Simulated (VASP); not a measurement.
# GaAs (F-43m) in VASP: a series of runs, part 2 of 2

VASP 6.6.1. Earlier steps stand in the parts before.

**3. Born charges and dielectric tensor, PBE**

INCAR

```
SYSTEM = GaAs
PREC = Accurate
ENCUT = 520
EDIFF = 1E-8
ISMEAR = 0
SIGMA = 0.02
LREAL = .False.
LASPH = .True.
NELM = 100
ALGO = Normal
ISIF = 2
LWAVE = .False.
LCHARG = .False.
GGA = PE
LEPSILON = .True.
IBRION = 8
NSW = 1
```

KPOINTS

```
Automatic mesh
0
Gamma
  10 10 10
  0 0 0
```

POSCAR

```
GaAs                                    
1.0
    0.0000000000      2.8808376414      2.8808376414
    2.8808376414      0.0000000000      2.8808376414
    2.8808376414      2.8808376414      0.0000000000
  Ga              As            
     1     1
Direct
     0.0000000000000000    0.0000000000000000    0.0000000000000000
     0.2500000000000000    0.2500000000000000    0.2500000000000000
```

Potentials or basis: VASP PAW PBE potentials, release 64 (Ga, As).

Launch:

```bash
$ cat potpaw_PBE.64/Ga/POTCAR potpaw_PBE.64/As/POTCAR > POTCAR
$ mpirun -np 1 vasp_std > vasp.out
```

OUTCAR:

```text
SYSTEM = GaAs
   PREC = Accurate
   ENCUT = 520
   EDIFF = 1E-8
   ISMEAR = 0
   LREAL = .False.
   LASPH = .True.
   NELM = 100
   ISIF = 2
   GGA = PE
   LEPSILON = .True.
   IBRION = 8
   NSW = 1

 ion  position               nearest neighbor table
   1  0.000  0.000  0.000-   2 2.49   2 2.49   2 2.49   2 2.49
   2  0.250  0.250  0.250-   1 2.49   1 2.49   1 2.49   1 2.49

  LATTYP: Found a face centered cubic cell.
 ALAT       =     5.7616752828

  Lattice vectors:

 A1 = (   0.0000000000,   2.8808376414,   2.8808376414)
 A2 = (   2.8808376414,   0.0000000000,   2.8808376414)
 A3 = (   2.8808376414,   2.8808376414,   0.0000000000)

Analysis of symmetry for initial positions (statically):
=====================================================================
 Subroutine PRICEL returns:
 Original cell was already a primitive cell.

 Routine SETGRP: Setting up the symmetry group for a
 face centered cubic supercell.

 Subroutine GETGRP returns: Found 24 space group operations
 (whereof 24 operations were pure point group operations)
 out of a pool of 48 trial point group operations.

The static configuration has the point symmetry T_d .

Analysis of symmetry for dynamics (positions and initial velocities):
=====================================================================
 Subroutine PRICEL returns:
 Original cell was already a primitive cell.

 Routine SETGRP: Setting up the symmetry group for a
 face centered cubic supercell.

 Subroutine GETGRP returns: Found 24 space group operations
 (whereof 24 operations were pure point group operations)
 out of a pool of 48 trial point group operations.

The dynamic configuration has the point symmetry T_d .

 Subroutine INISYM returns: Found 24 space group operations
 (whereof 24 operations are pure point group operations),
 and found     1 'primitive' translations

----------------------------------------------------------------------------------------

                                     Primitive cell

  volume of cell :      47.8174

  direct lattice vectors                    reciprocal lattice vectors
     0.000000000  2.880837641  2.880837641    -0.173560631  0.173560631  0.173560631
     2.880837641  0.000000000  2.880837641     0.173560631 -0.173560631  0.173560631
     2.880837641  2.880837641  0.000000000     0.173560631  0.173560631 -0.173560631

  length of vectors
     4.074119663  4.074119663  4.074119663     0.300615832  0.300615832  0.300615832

  position of ions in fractional coordinates (direct lattice)
     0.000000000  0.000000000  0.000000000
     0.250000000  0.250000000  0.250000000

  ion indices of the primitive-cell ions
[... 453 lines left out ...]
    -0.00049 -1.93473  0.00000
    -1.93473 -0.00049  0.00000
     0.00000  0.00000 -0.00005

--------------------------------------- Ionic step        4  -------------------------------------------

------------------------ aborting loop because EDIFF is reached ----------------------------------------

[... ionic steps 5 to 6 ...]

--------------------------------------- Ionic step        7  -------------------------------------------

 Free energy of the ion-electron system (eV)
  ---------------------------------------------------
  ---------------------------------------------------
  free energy    TOTEN  =        -0.04374885 eV

  energy without entropy =       -0.04374885

------------------------ aborting loop because EDIFF is reached ----------------------------------------

 INTERNAL STRAIN TENSOR  FOR ION    2  DIRECTION 1   (eV/Angst):
 -----------------------------------------------------------------------------
     0.00512  0.00000  0.00000
     0.00000 -0.00022 -6.20839
     0.00000 -6.20839 -0.00022

 MACROSCOPIC STATIC DIELECTRIC TENSOR (including local field effects in DFT)
 ------------------------------------------------------
         261.864680     0.000000    -0.000000
          -0.000000   261.864680     0.000000
           0.000000     0.000000   261.864680
 ------------------------------------------------------

 PIEZOELECTRIC TENSOR (including local field effects)  for field in x, y, z        (e  Angst)
          XX          YY          ZZ          XY          YZ          ZX
  --------------------------------------------------------------------------------
  x    -0.00000     0.00000     0.00000     0.00000    -5.77629     0.00000
  y     0.00000     0.00000     0.00000     0.00000     0.00000    -5.77629
  z     0.00000     0.00000    -0.00000    -5.77629     0.00000     0.00000

 PIEZOELECTRIC TENSOR (including local field effects)  for field in x, y, z        (C/m^2)
          XX          YY          ZZ          XY          YZ          ZX
  --------------------------------------------------------------------------------
  x    -0.00000     0.00000     0.00000     0.00000    -1.93541     0.00000
  y     0.00000     0.00000     0.00000     0.00000     0.00000    -1.93541
  z     0.00000     0.00000    -0.00000    -1.93541     0.00000     0.00000

 BORN EFFECTIVE CHARGES (including local field effects) (in |e|, cummulative output)
 ---------------------------------------------------------------------------------
 ion    1
    1     2.67065     0.00000     0.00000
    2     0.00000     2.67065    -0.00000
    3    -0.00000     0.00000     2.67065
 ion    2
    1    -2.67065     0.00000     0.00000
    2     0.00000    -2.67065     0.00000
    3     0.00000     0.00000    -2.67065

 INTERNAL STRAIN TENSOR FOR ION    2 for displacements in x,y,z  (eV/Angst):
          X           Y           Z          XY          YZ          ZX
  --------------------------------------------------------------------------------
  x     0.00000     0.00000     0.00000     0.00000    -6.20839     0.00000
  y     0.00000     0.00000     0.00000     0.00000     0.00000    -6.20839
  z     0.00000     0.00000     0.00000    -6.20839     0.00000     0.00000

 SECOND DERIVATIVES (NOT SYMMETRIZED)
 ------------------------------------
               1X          1Y          1Z          2X          2Y          2Z
  1X    -8.630304    0.000000    0.000000    8.630304    0.000000    0.000000
  1Y     0.000000   -8.630304    0.000000    0.000000    8.630304    0.000000
  1Z     0.000000    0.000000   -8.630304    0.000000    0.000000    8.630304
  2X     8.629378    0.000000    0.000000   -8.629378    0.000000    0.000000
  2Y     0.000000    8.629378    0.000000    0.000000   -8.629378    0.000000
  2Z     0.000000    0.000000    8.629378    0.000000    0.000000   -8.629378

 Eigenvectors and eigenvalues of the dynamical matrix
 ----------------------------------------------------

   1 f  =    7.642079 THz    48.016601 2PiTHz  254.912329 cm-1    31.605087 meV
             X         Y         Z           dx          dy          dz
      0.000000  0.000000  0.000000     0.000000    0.719721    0.000000
      1.440419  1.440419  1.440419     0.000000   -0.694263    0.000000
[... 21 lines left out ...]
   6 f/i=    0.000205 THz     0.001288 2PiTHz    0.006837 cm-1     0.000848 meV
             X         Y         Z           dx          dy          dz
      0.000000  0.000000  0.000000     0.000000    0.000000   -0.694263
      1.440419  1.440419  1.440419     0.000000    0.000000   -0.719721

--------------------------------------------------------------------------------------------------------

 MACROSCOPIC STATIC DIELECTRIC TENSOR IONIC CONTRIBUTION
 ------------------------------------------------------
           3.127598     0.000000    -0.000000
           0.000000     3.127598    -0.000000
          -0.000000    -0.000000     3.127598
 ------------------------------------------------------

 ELASTIC MODULI CONTR FROM IONIC RELAXATION (kBar)
 Direction    XX          YY          ZZ          XY          YZ          ZX
 --------------------------------------------------------------------------------
 XX          -0.0000     -0.0000     -0.0000     -0.0000      0.0000     -0.0000
 YY          -0.0000     -0.0000     -0.0000     -0.0000     -0.0000      0.0000
 ZZ          -0.0000     -0.0000     -0.0000      0.0000     -0.0000     -0.0000
 XY          -0.0000     -0.0000      0.0000   -148.1450      0.0000      0.0000
 YZ           0.0000     -0.0000     -0.0000      0.0000   -148.1450      0.0000
 ZX          -0.0000      0.0000     -0.0000      0.0000      0.0000   -148.1450
 --------------------------------------------------------------------------------

 PIEZOELECTRIC TENSOR IONIC CONTR  for field in x, y, z        (C/m^2)
          XX          YY          ZZ          XY          YZ          ZX
  --------------------------------------------------------------------------------
  x     0.00000     0.00000     0.00000     0.00000     0.64050     0.00000
  y     0.00000    -0.00000     0.00000    -0.00000     0.00000     0.64050
  z     0.00000     0.00000    -0.00000     0.64050    -0.00000     0.00000
```

Run time: 4.6 min. Hardware: 1 thread of AMD EPYC 9R45 (Zen 5), shared host; peak memory 0.31 GiB.

What came out:

```yaml
Band_gap_on_the_k_mesh: 0.16 eV, direct
Electronic_dielectric_tensor_diagonal: 261.86
Born_charges_mean_of_the_diagonal: Ga +2.67; As -2.67 e
Highest_phonon_frequency_at_Γ_LO-TO_splitting_left_out: 255 cm⁻¹
```

Phonon frequencies in cm⁻¹ (negative: imaginary):
```tsv
q point	frequencies
(0.000, 0.000, 0.000)	0 0 0 255 255 255
```

Electronic dielectric tensor:
```
261.86   0.00   0.00
  0.00 261.86   0.00
  0.00   0.00 261.86
```

Born effective charge tensors (e):
atom 1, Ga
```
2.67 0.00 0.00
0.00 2.67 0.00
0.00 0.00 2.67
```
atom 2, As
```
-2.67  0.00  0.00
 0.00 -2.67  0.00
 0.00  0.00 -2.67
```

Caveat: the gap is small at this level, which inflates the dielectric constant.

**4. How close it comes**

Step 2. A measured gap of GaAs is 1.412 eV (direct; 300 K; “Evidence of valence band perturbations in GaAsN/GaAs(001): A combined variable-angle spectroscopic ellipsometry and modulated photoreflectance investigation”, 2008, arxiv:0805.2212); the calculated 0.16 eV misses it by -1.26 eV. So large a miss can be the level of theory's own, or it may mean another phase, state or a wrong row. 3 values of this kind are on record (1.412 to 1.51 eV); this one was drawn at random among those near their median, those with a stated uncertainty first. Spin-orbit coupling on As, Ga is left out. The value is that of PBE, without temperature or zero-point motion. Semilocal functionals fall short of measured gaps as a rule.

Step 3. A measured gap of GaAs is 1.412 eV (direct; 300 K; “Evidence of valence band perturbations in GaAsN/GaAs(001): A combined variable-angle spectroscopic ellipsometry and modulated photoreflectance investigation”, 2008, arxiv:0805.2212); the calculated 0.16 eV misses it by -1.26 eV. So large a miss can be the level of theory's own, or it may mean another phase, state or a wrong row. 3 values of this kind are on record (1.412 to 1.51 eV); this one was drawn at random among those near their median, those with a stated uncertainty first. Spin-orbit coupling on As, Ga is left out. The value is that of PBE, without temperature or zero-point motion. Semilocal functionals fall short of measured gaps as a rule. Measured high-frequency dielectric constant of GaAs: 10.89 (300 K; a printed reference work, textbook). This calculation gives 261.86 (+2304.6 %). So large a miss can be the level of theory's own, or it may mean another phase, state or a wrong row.
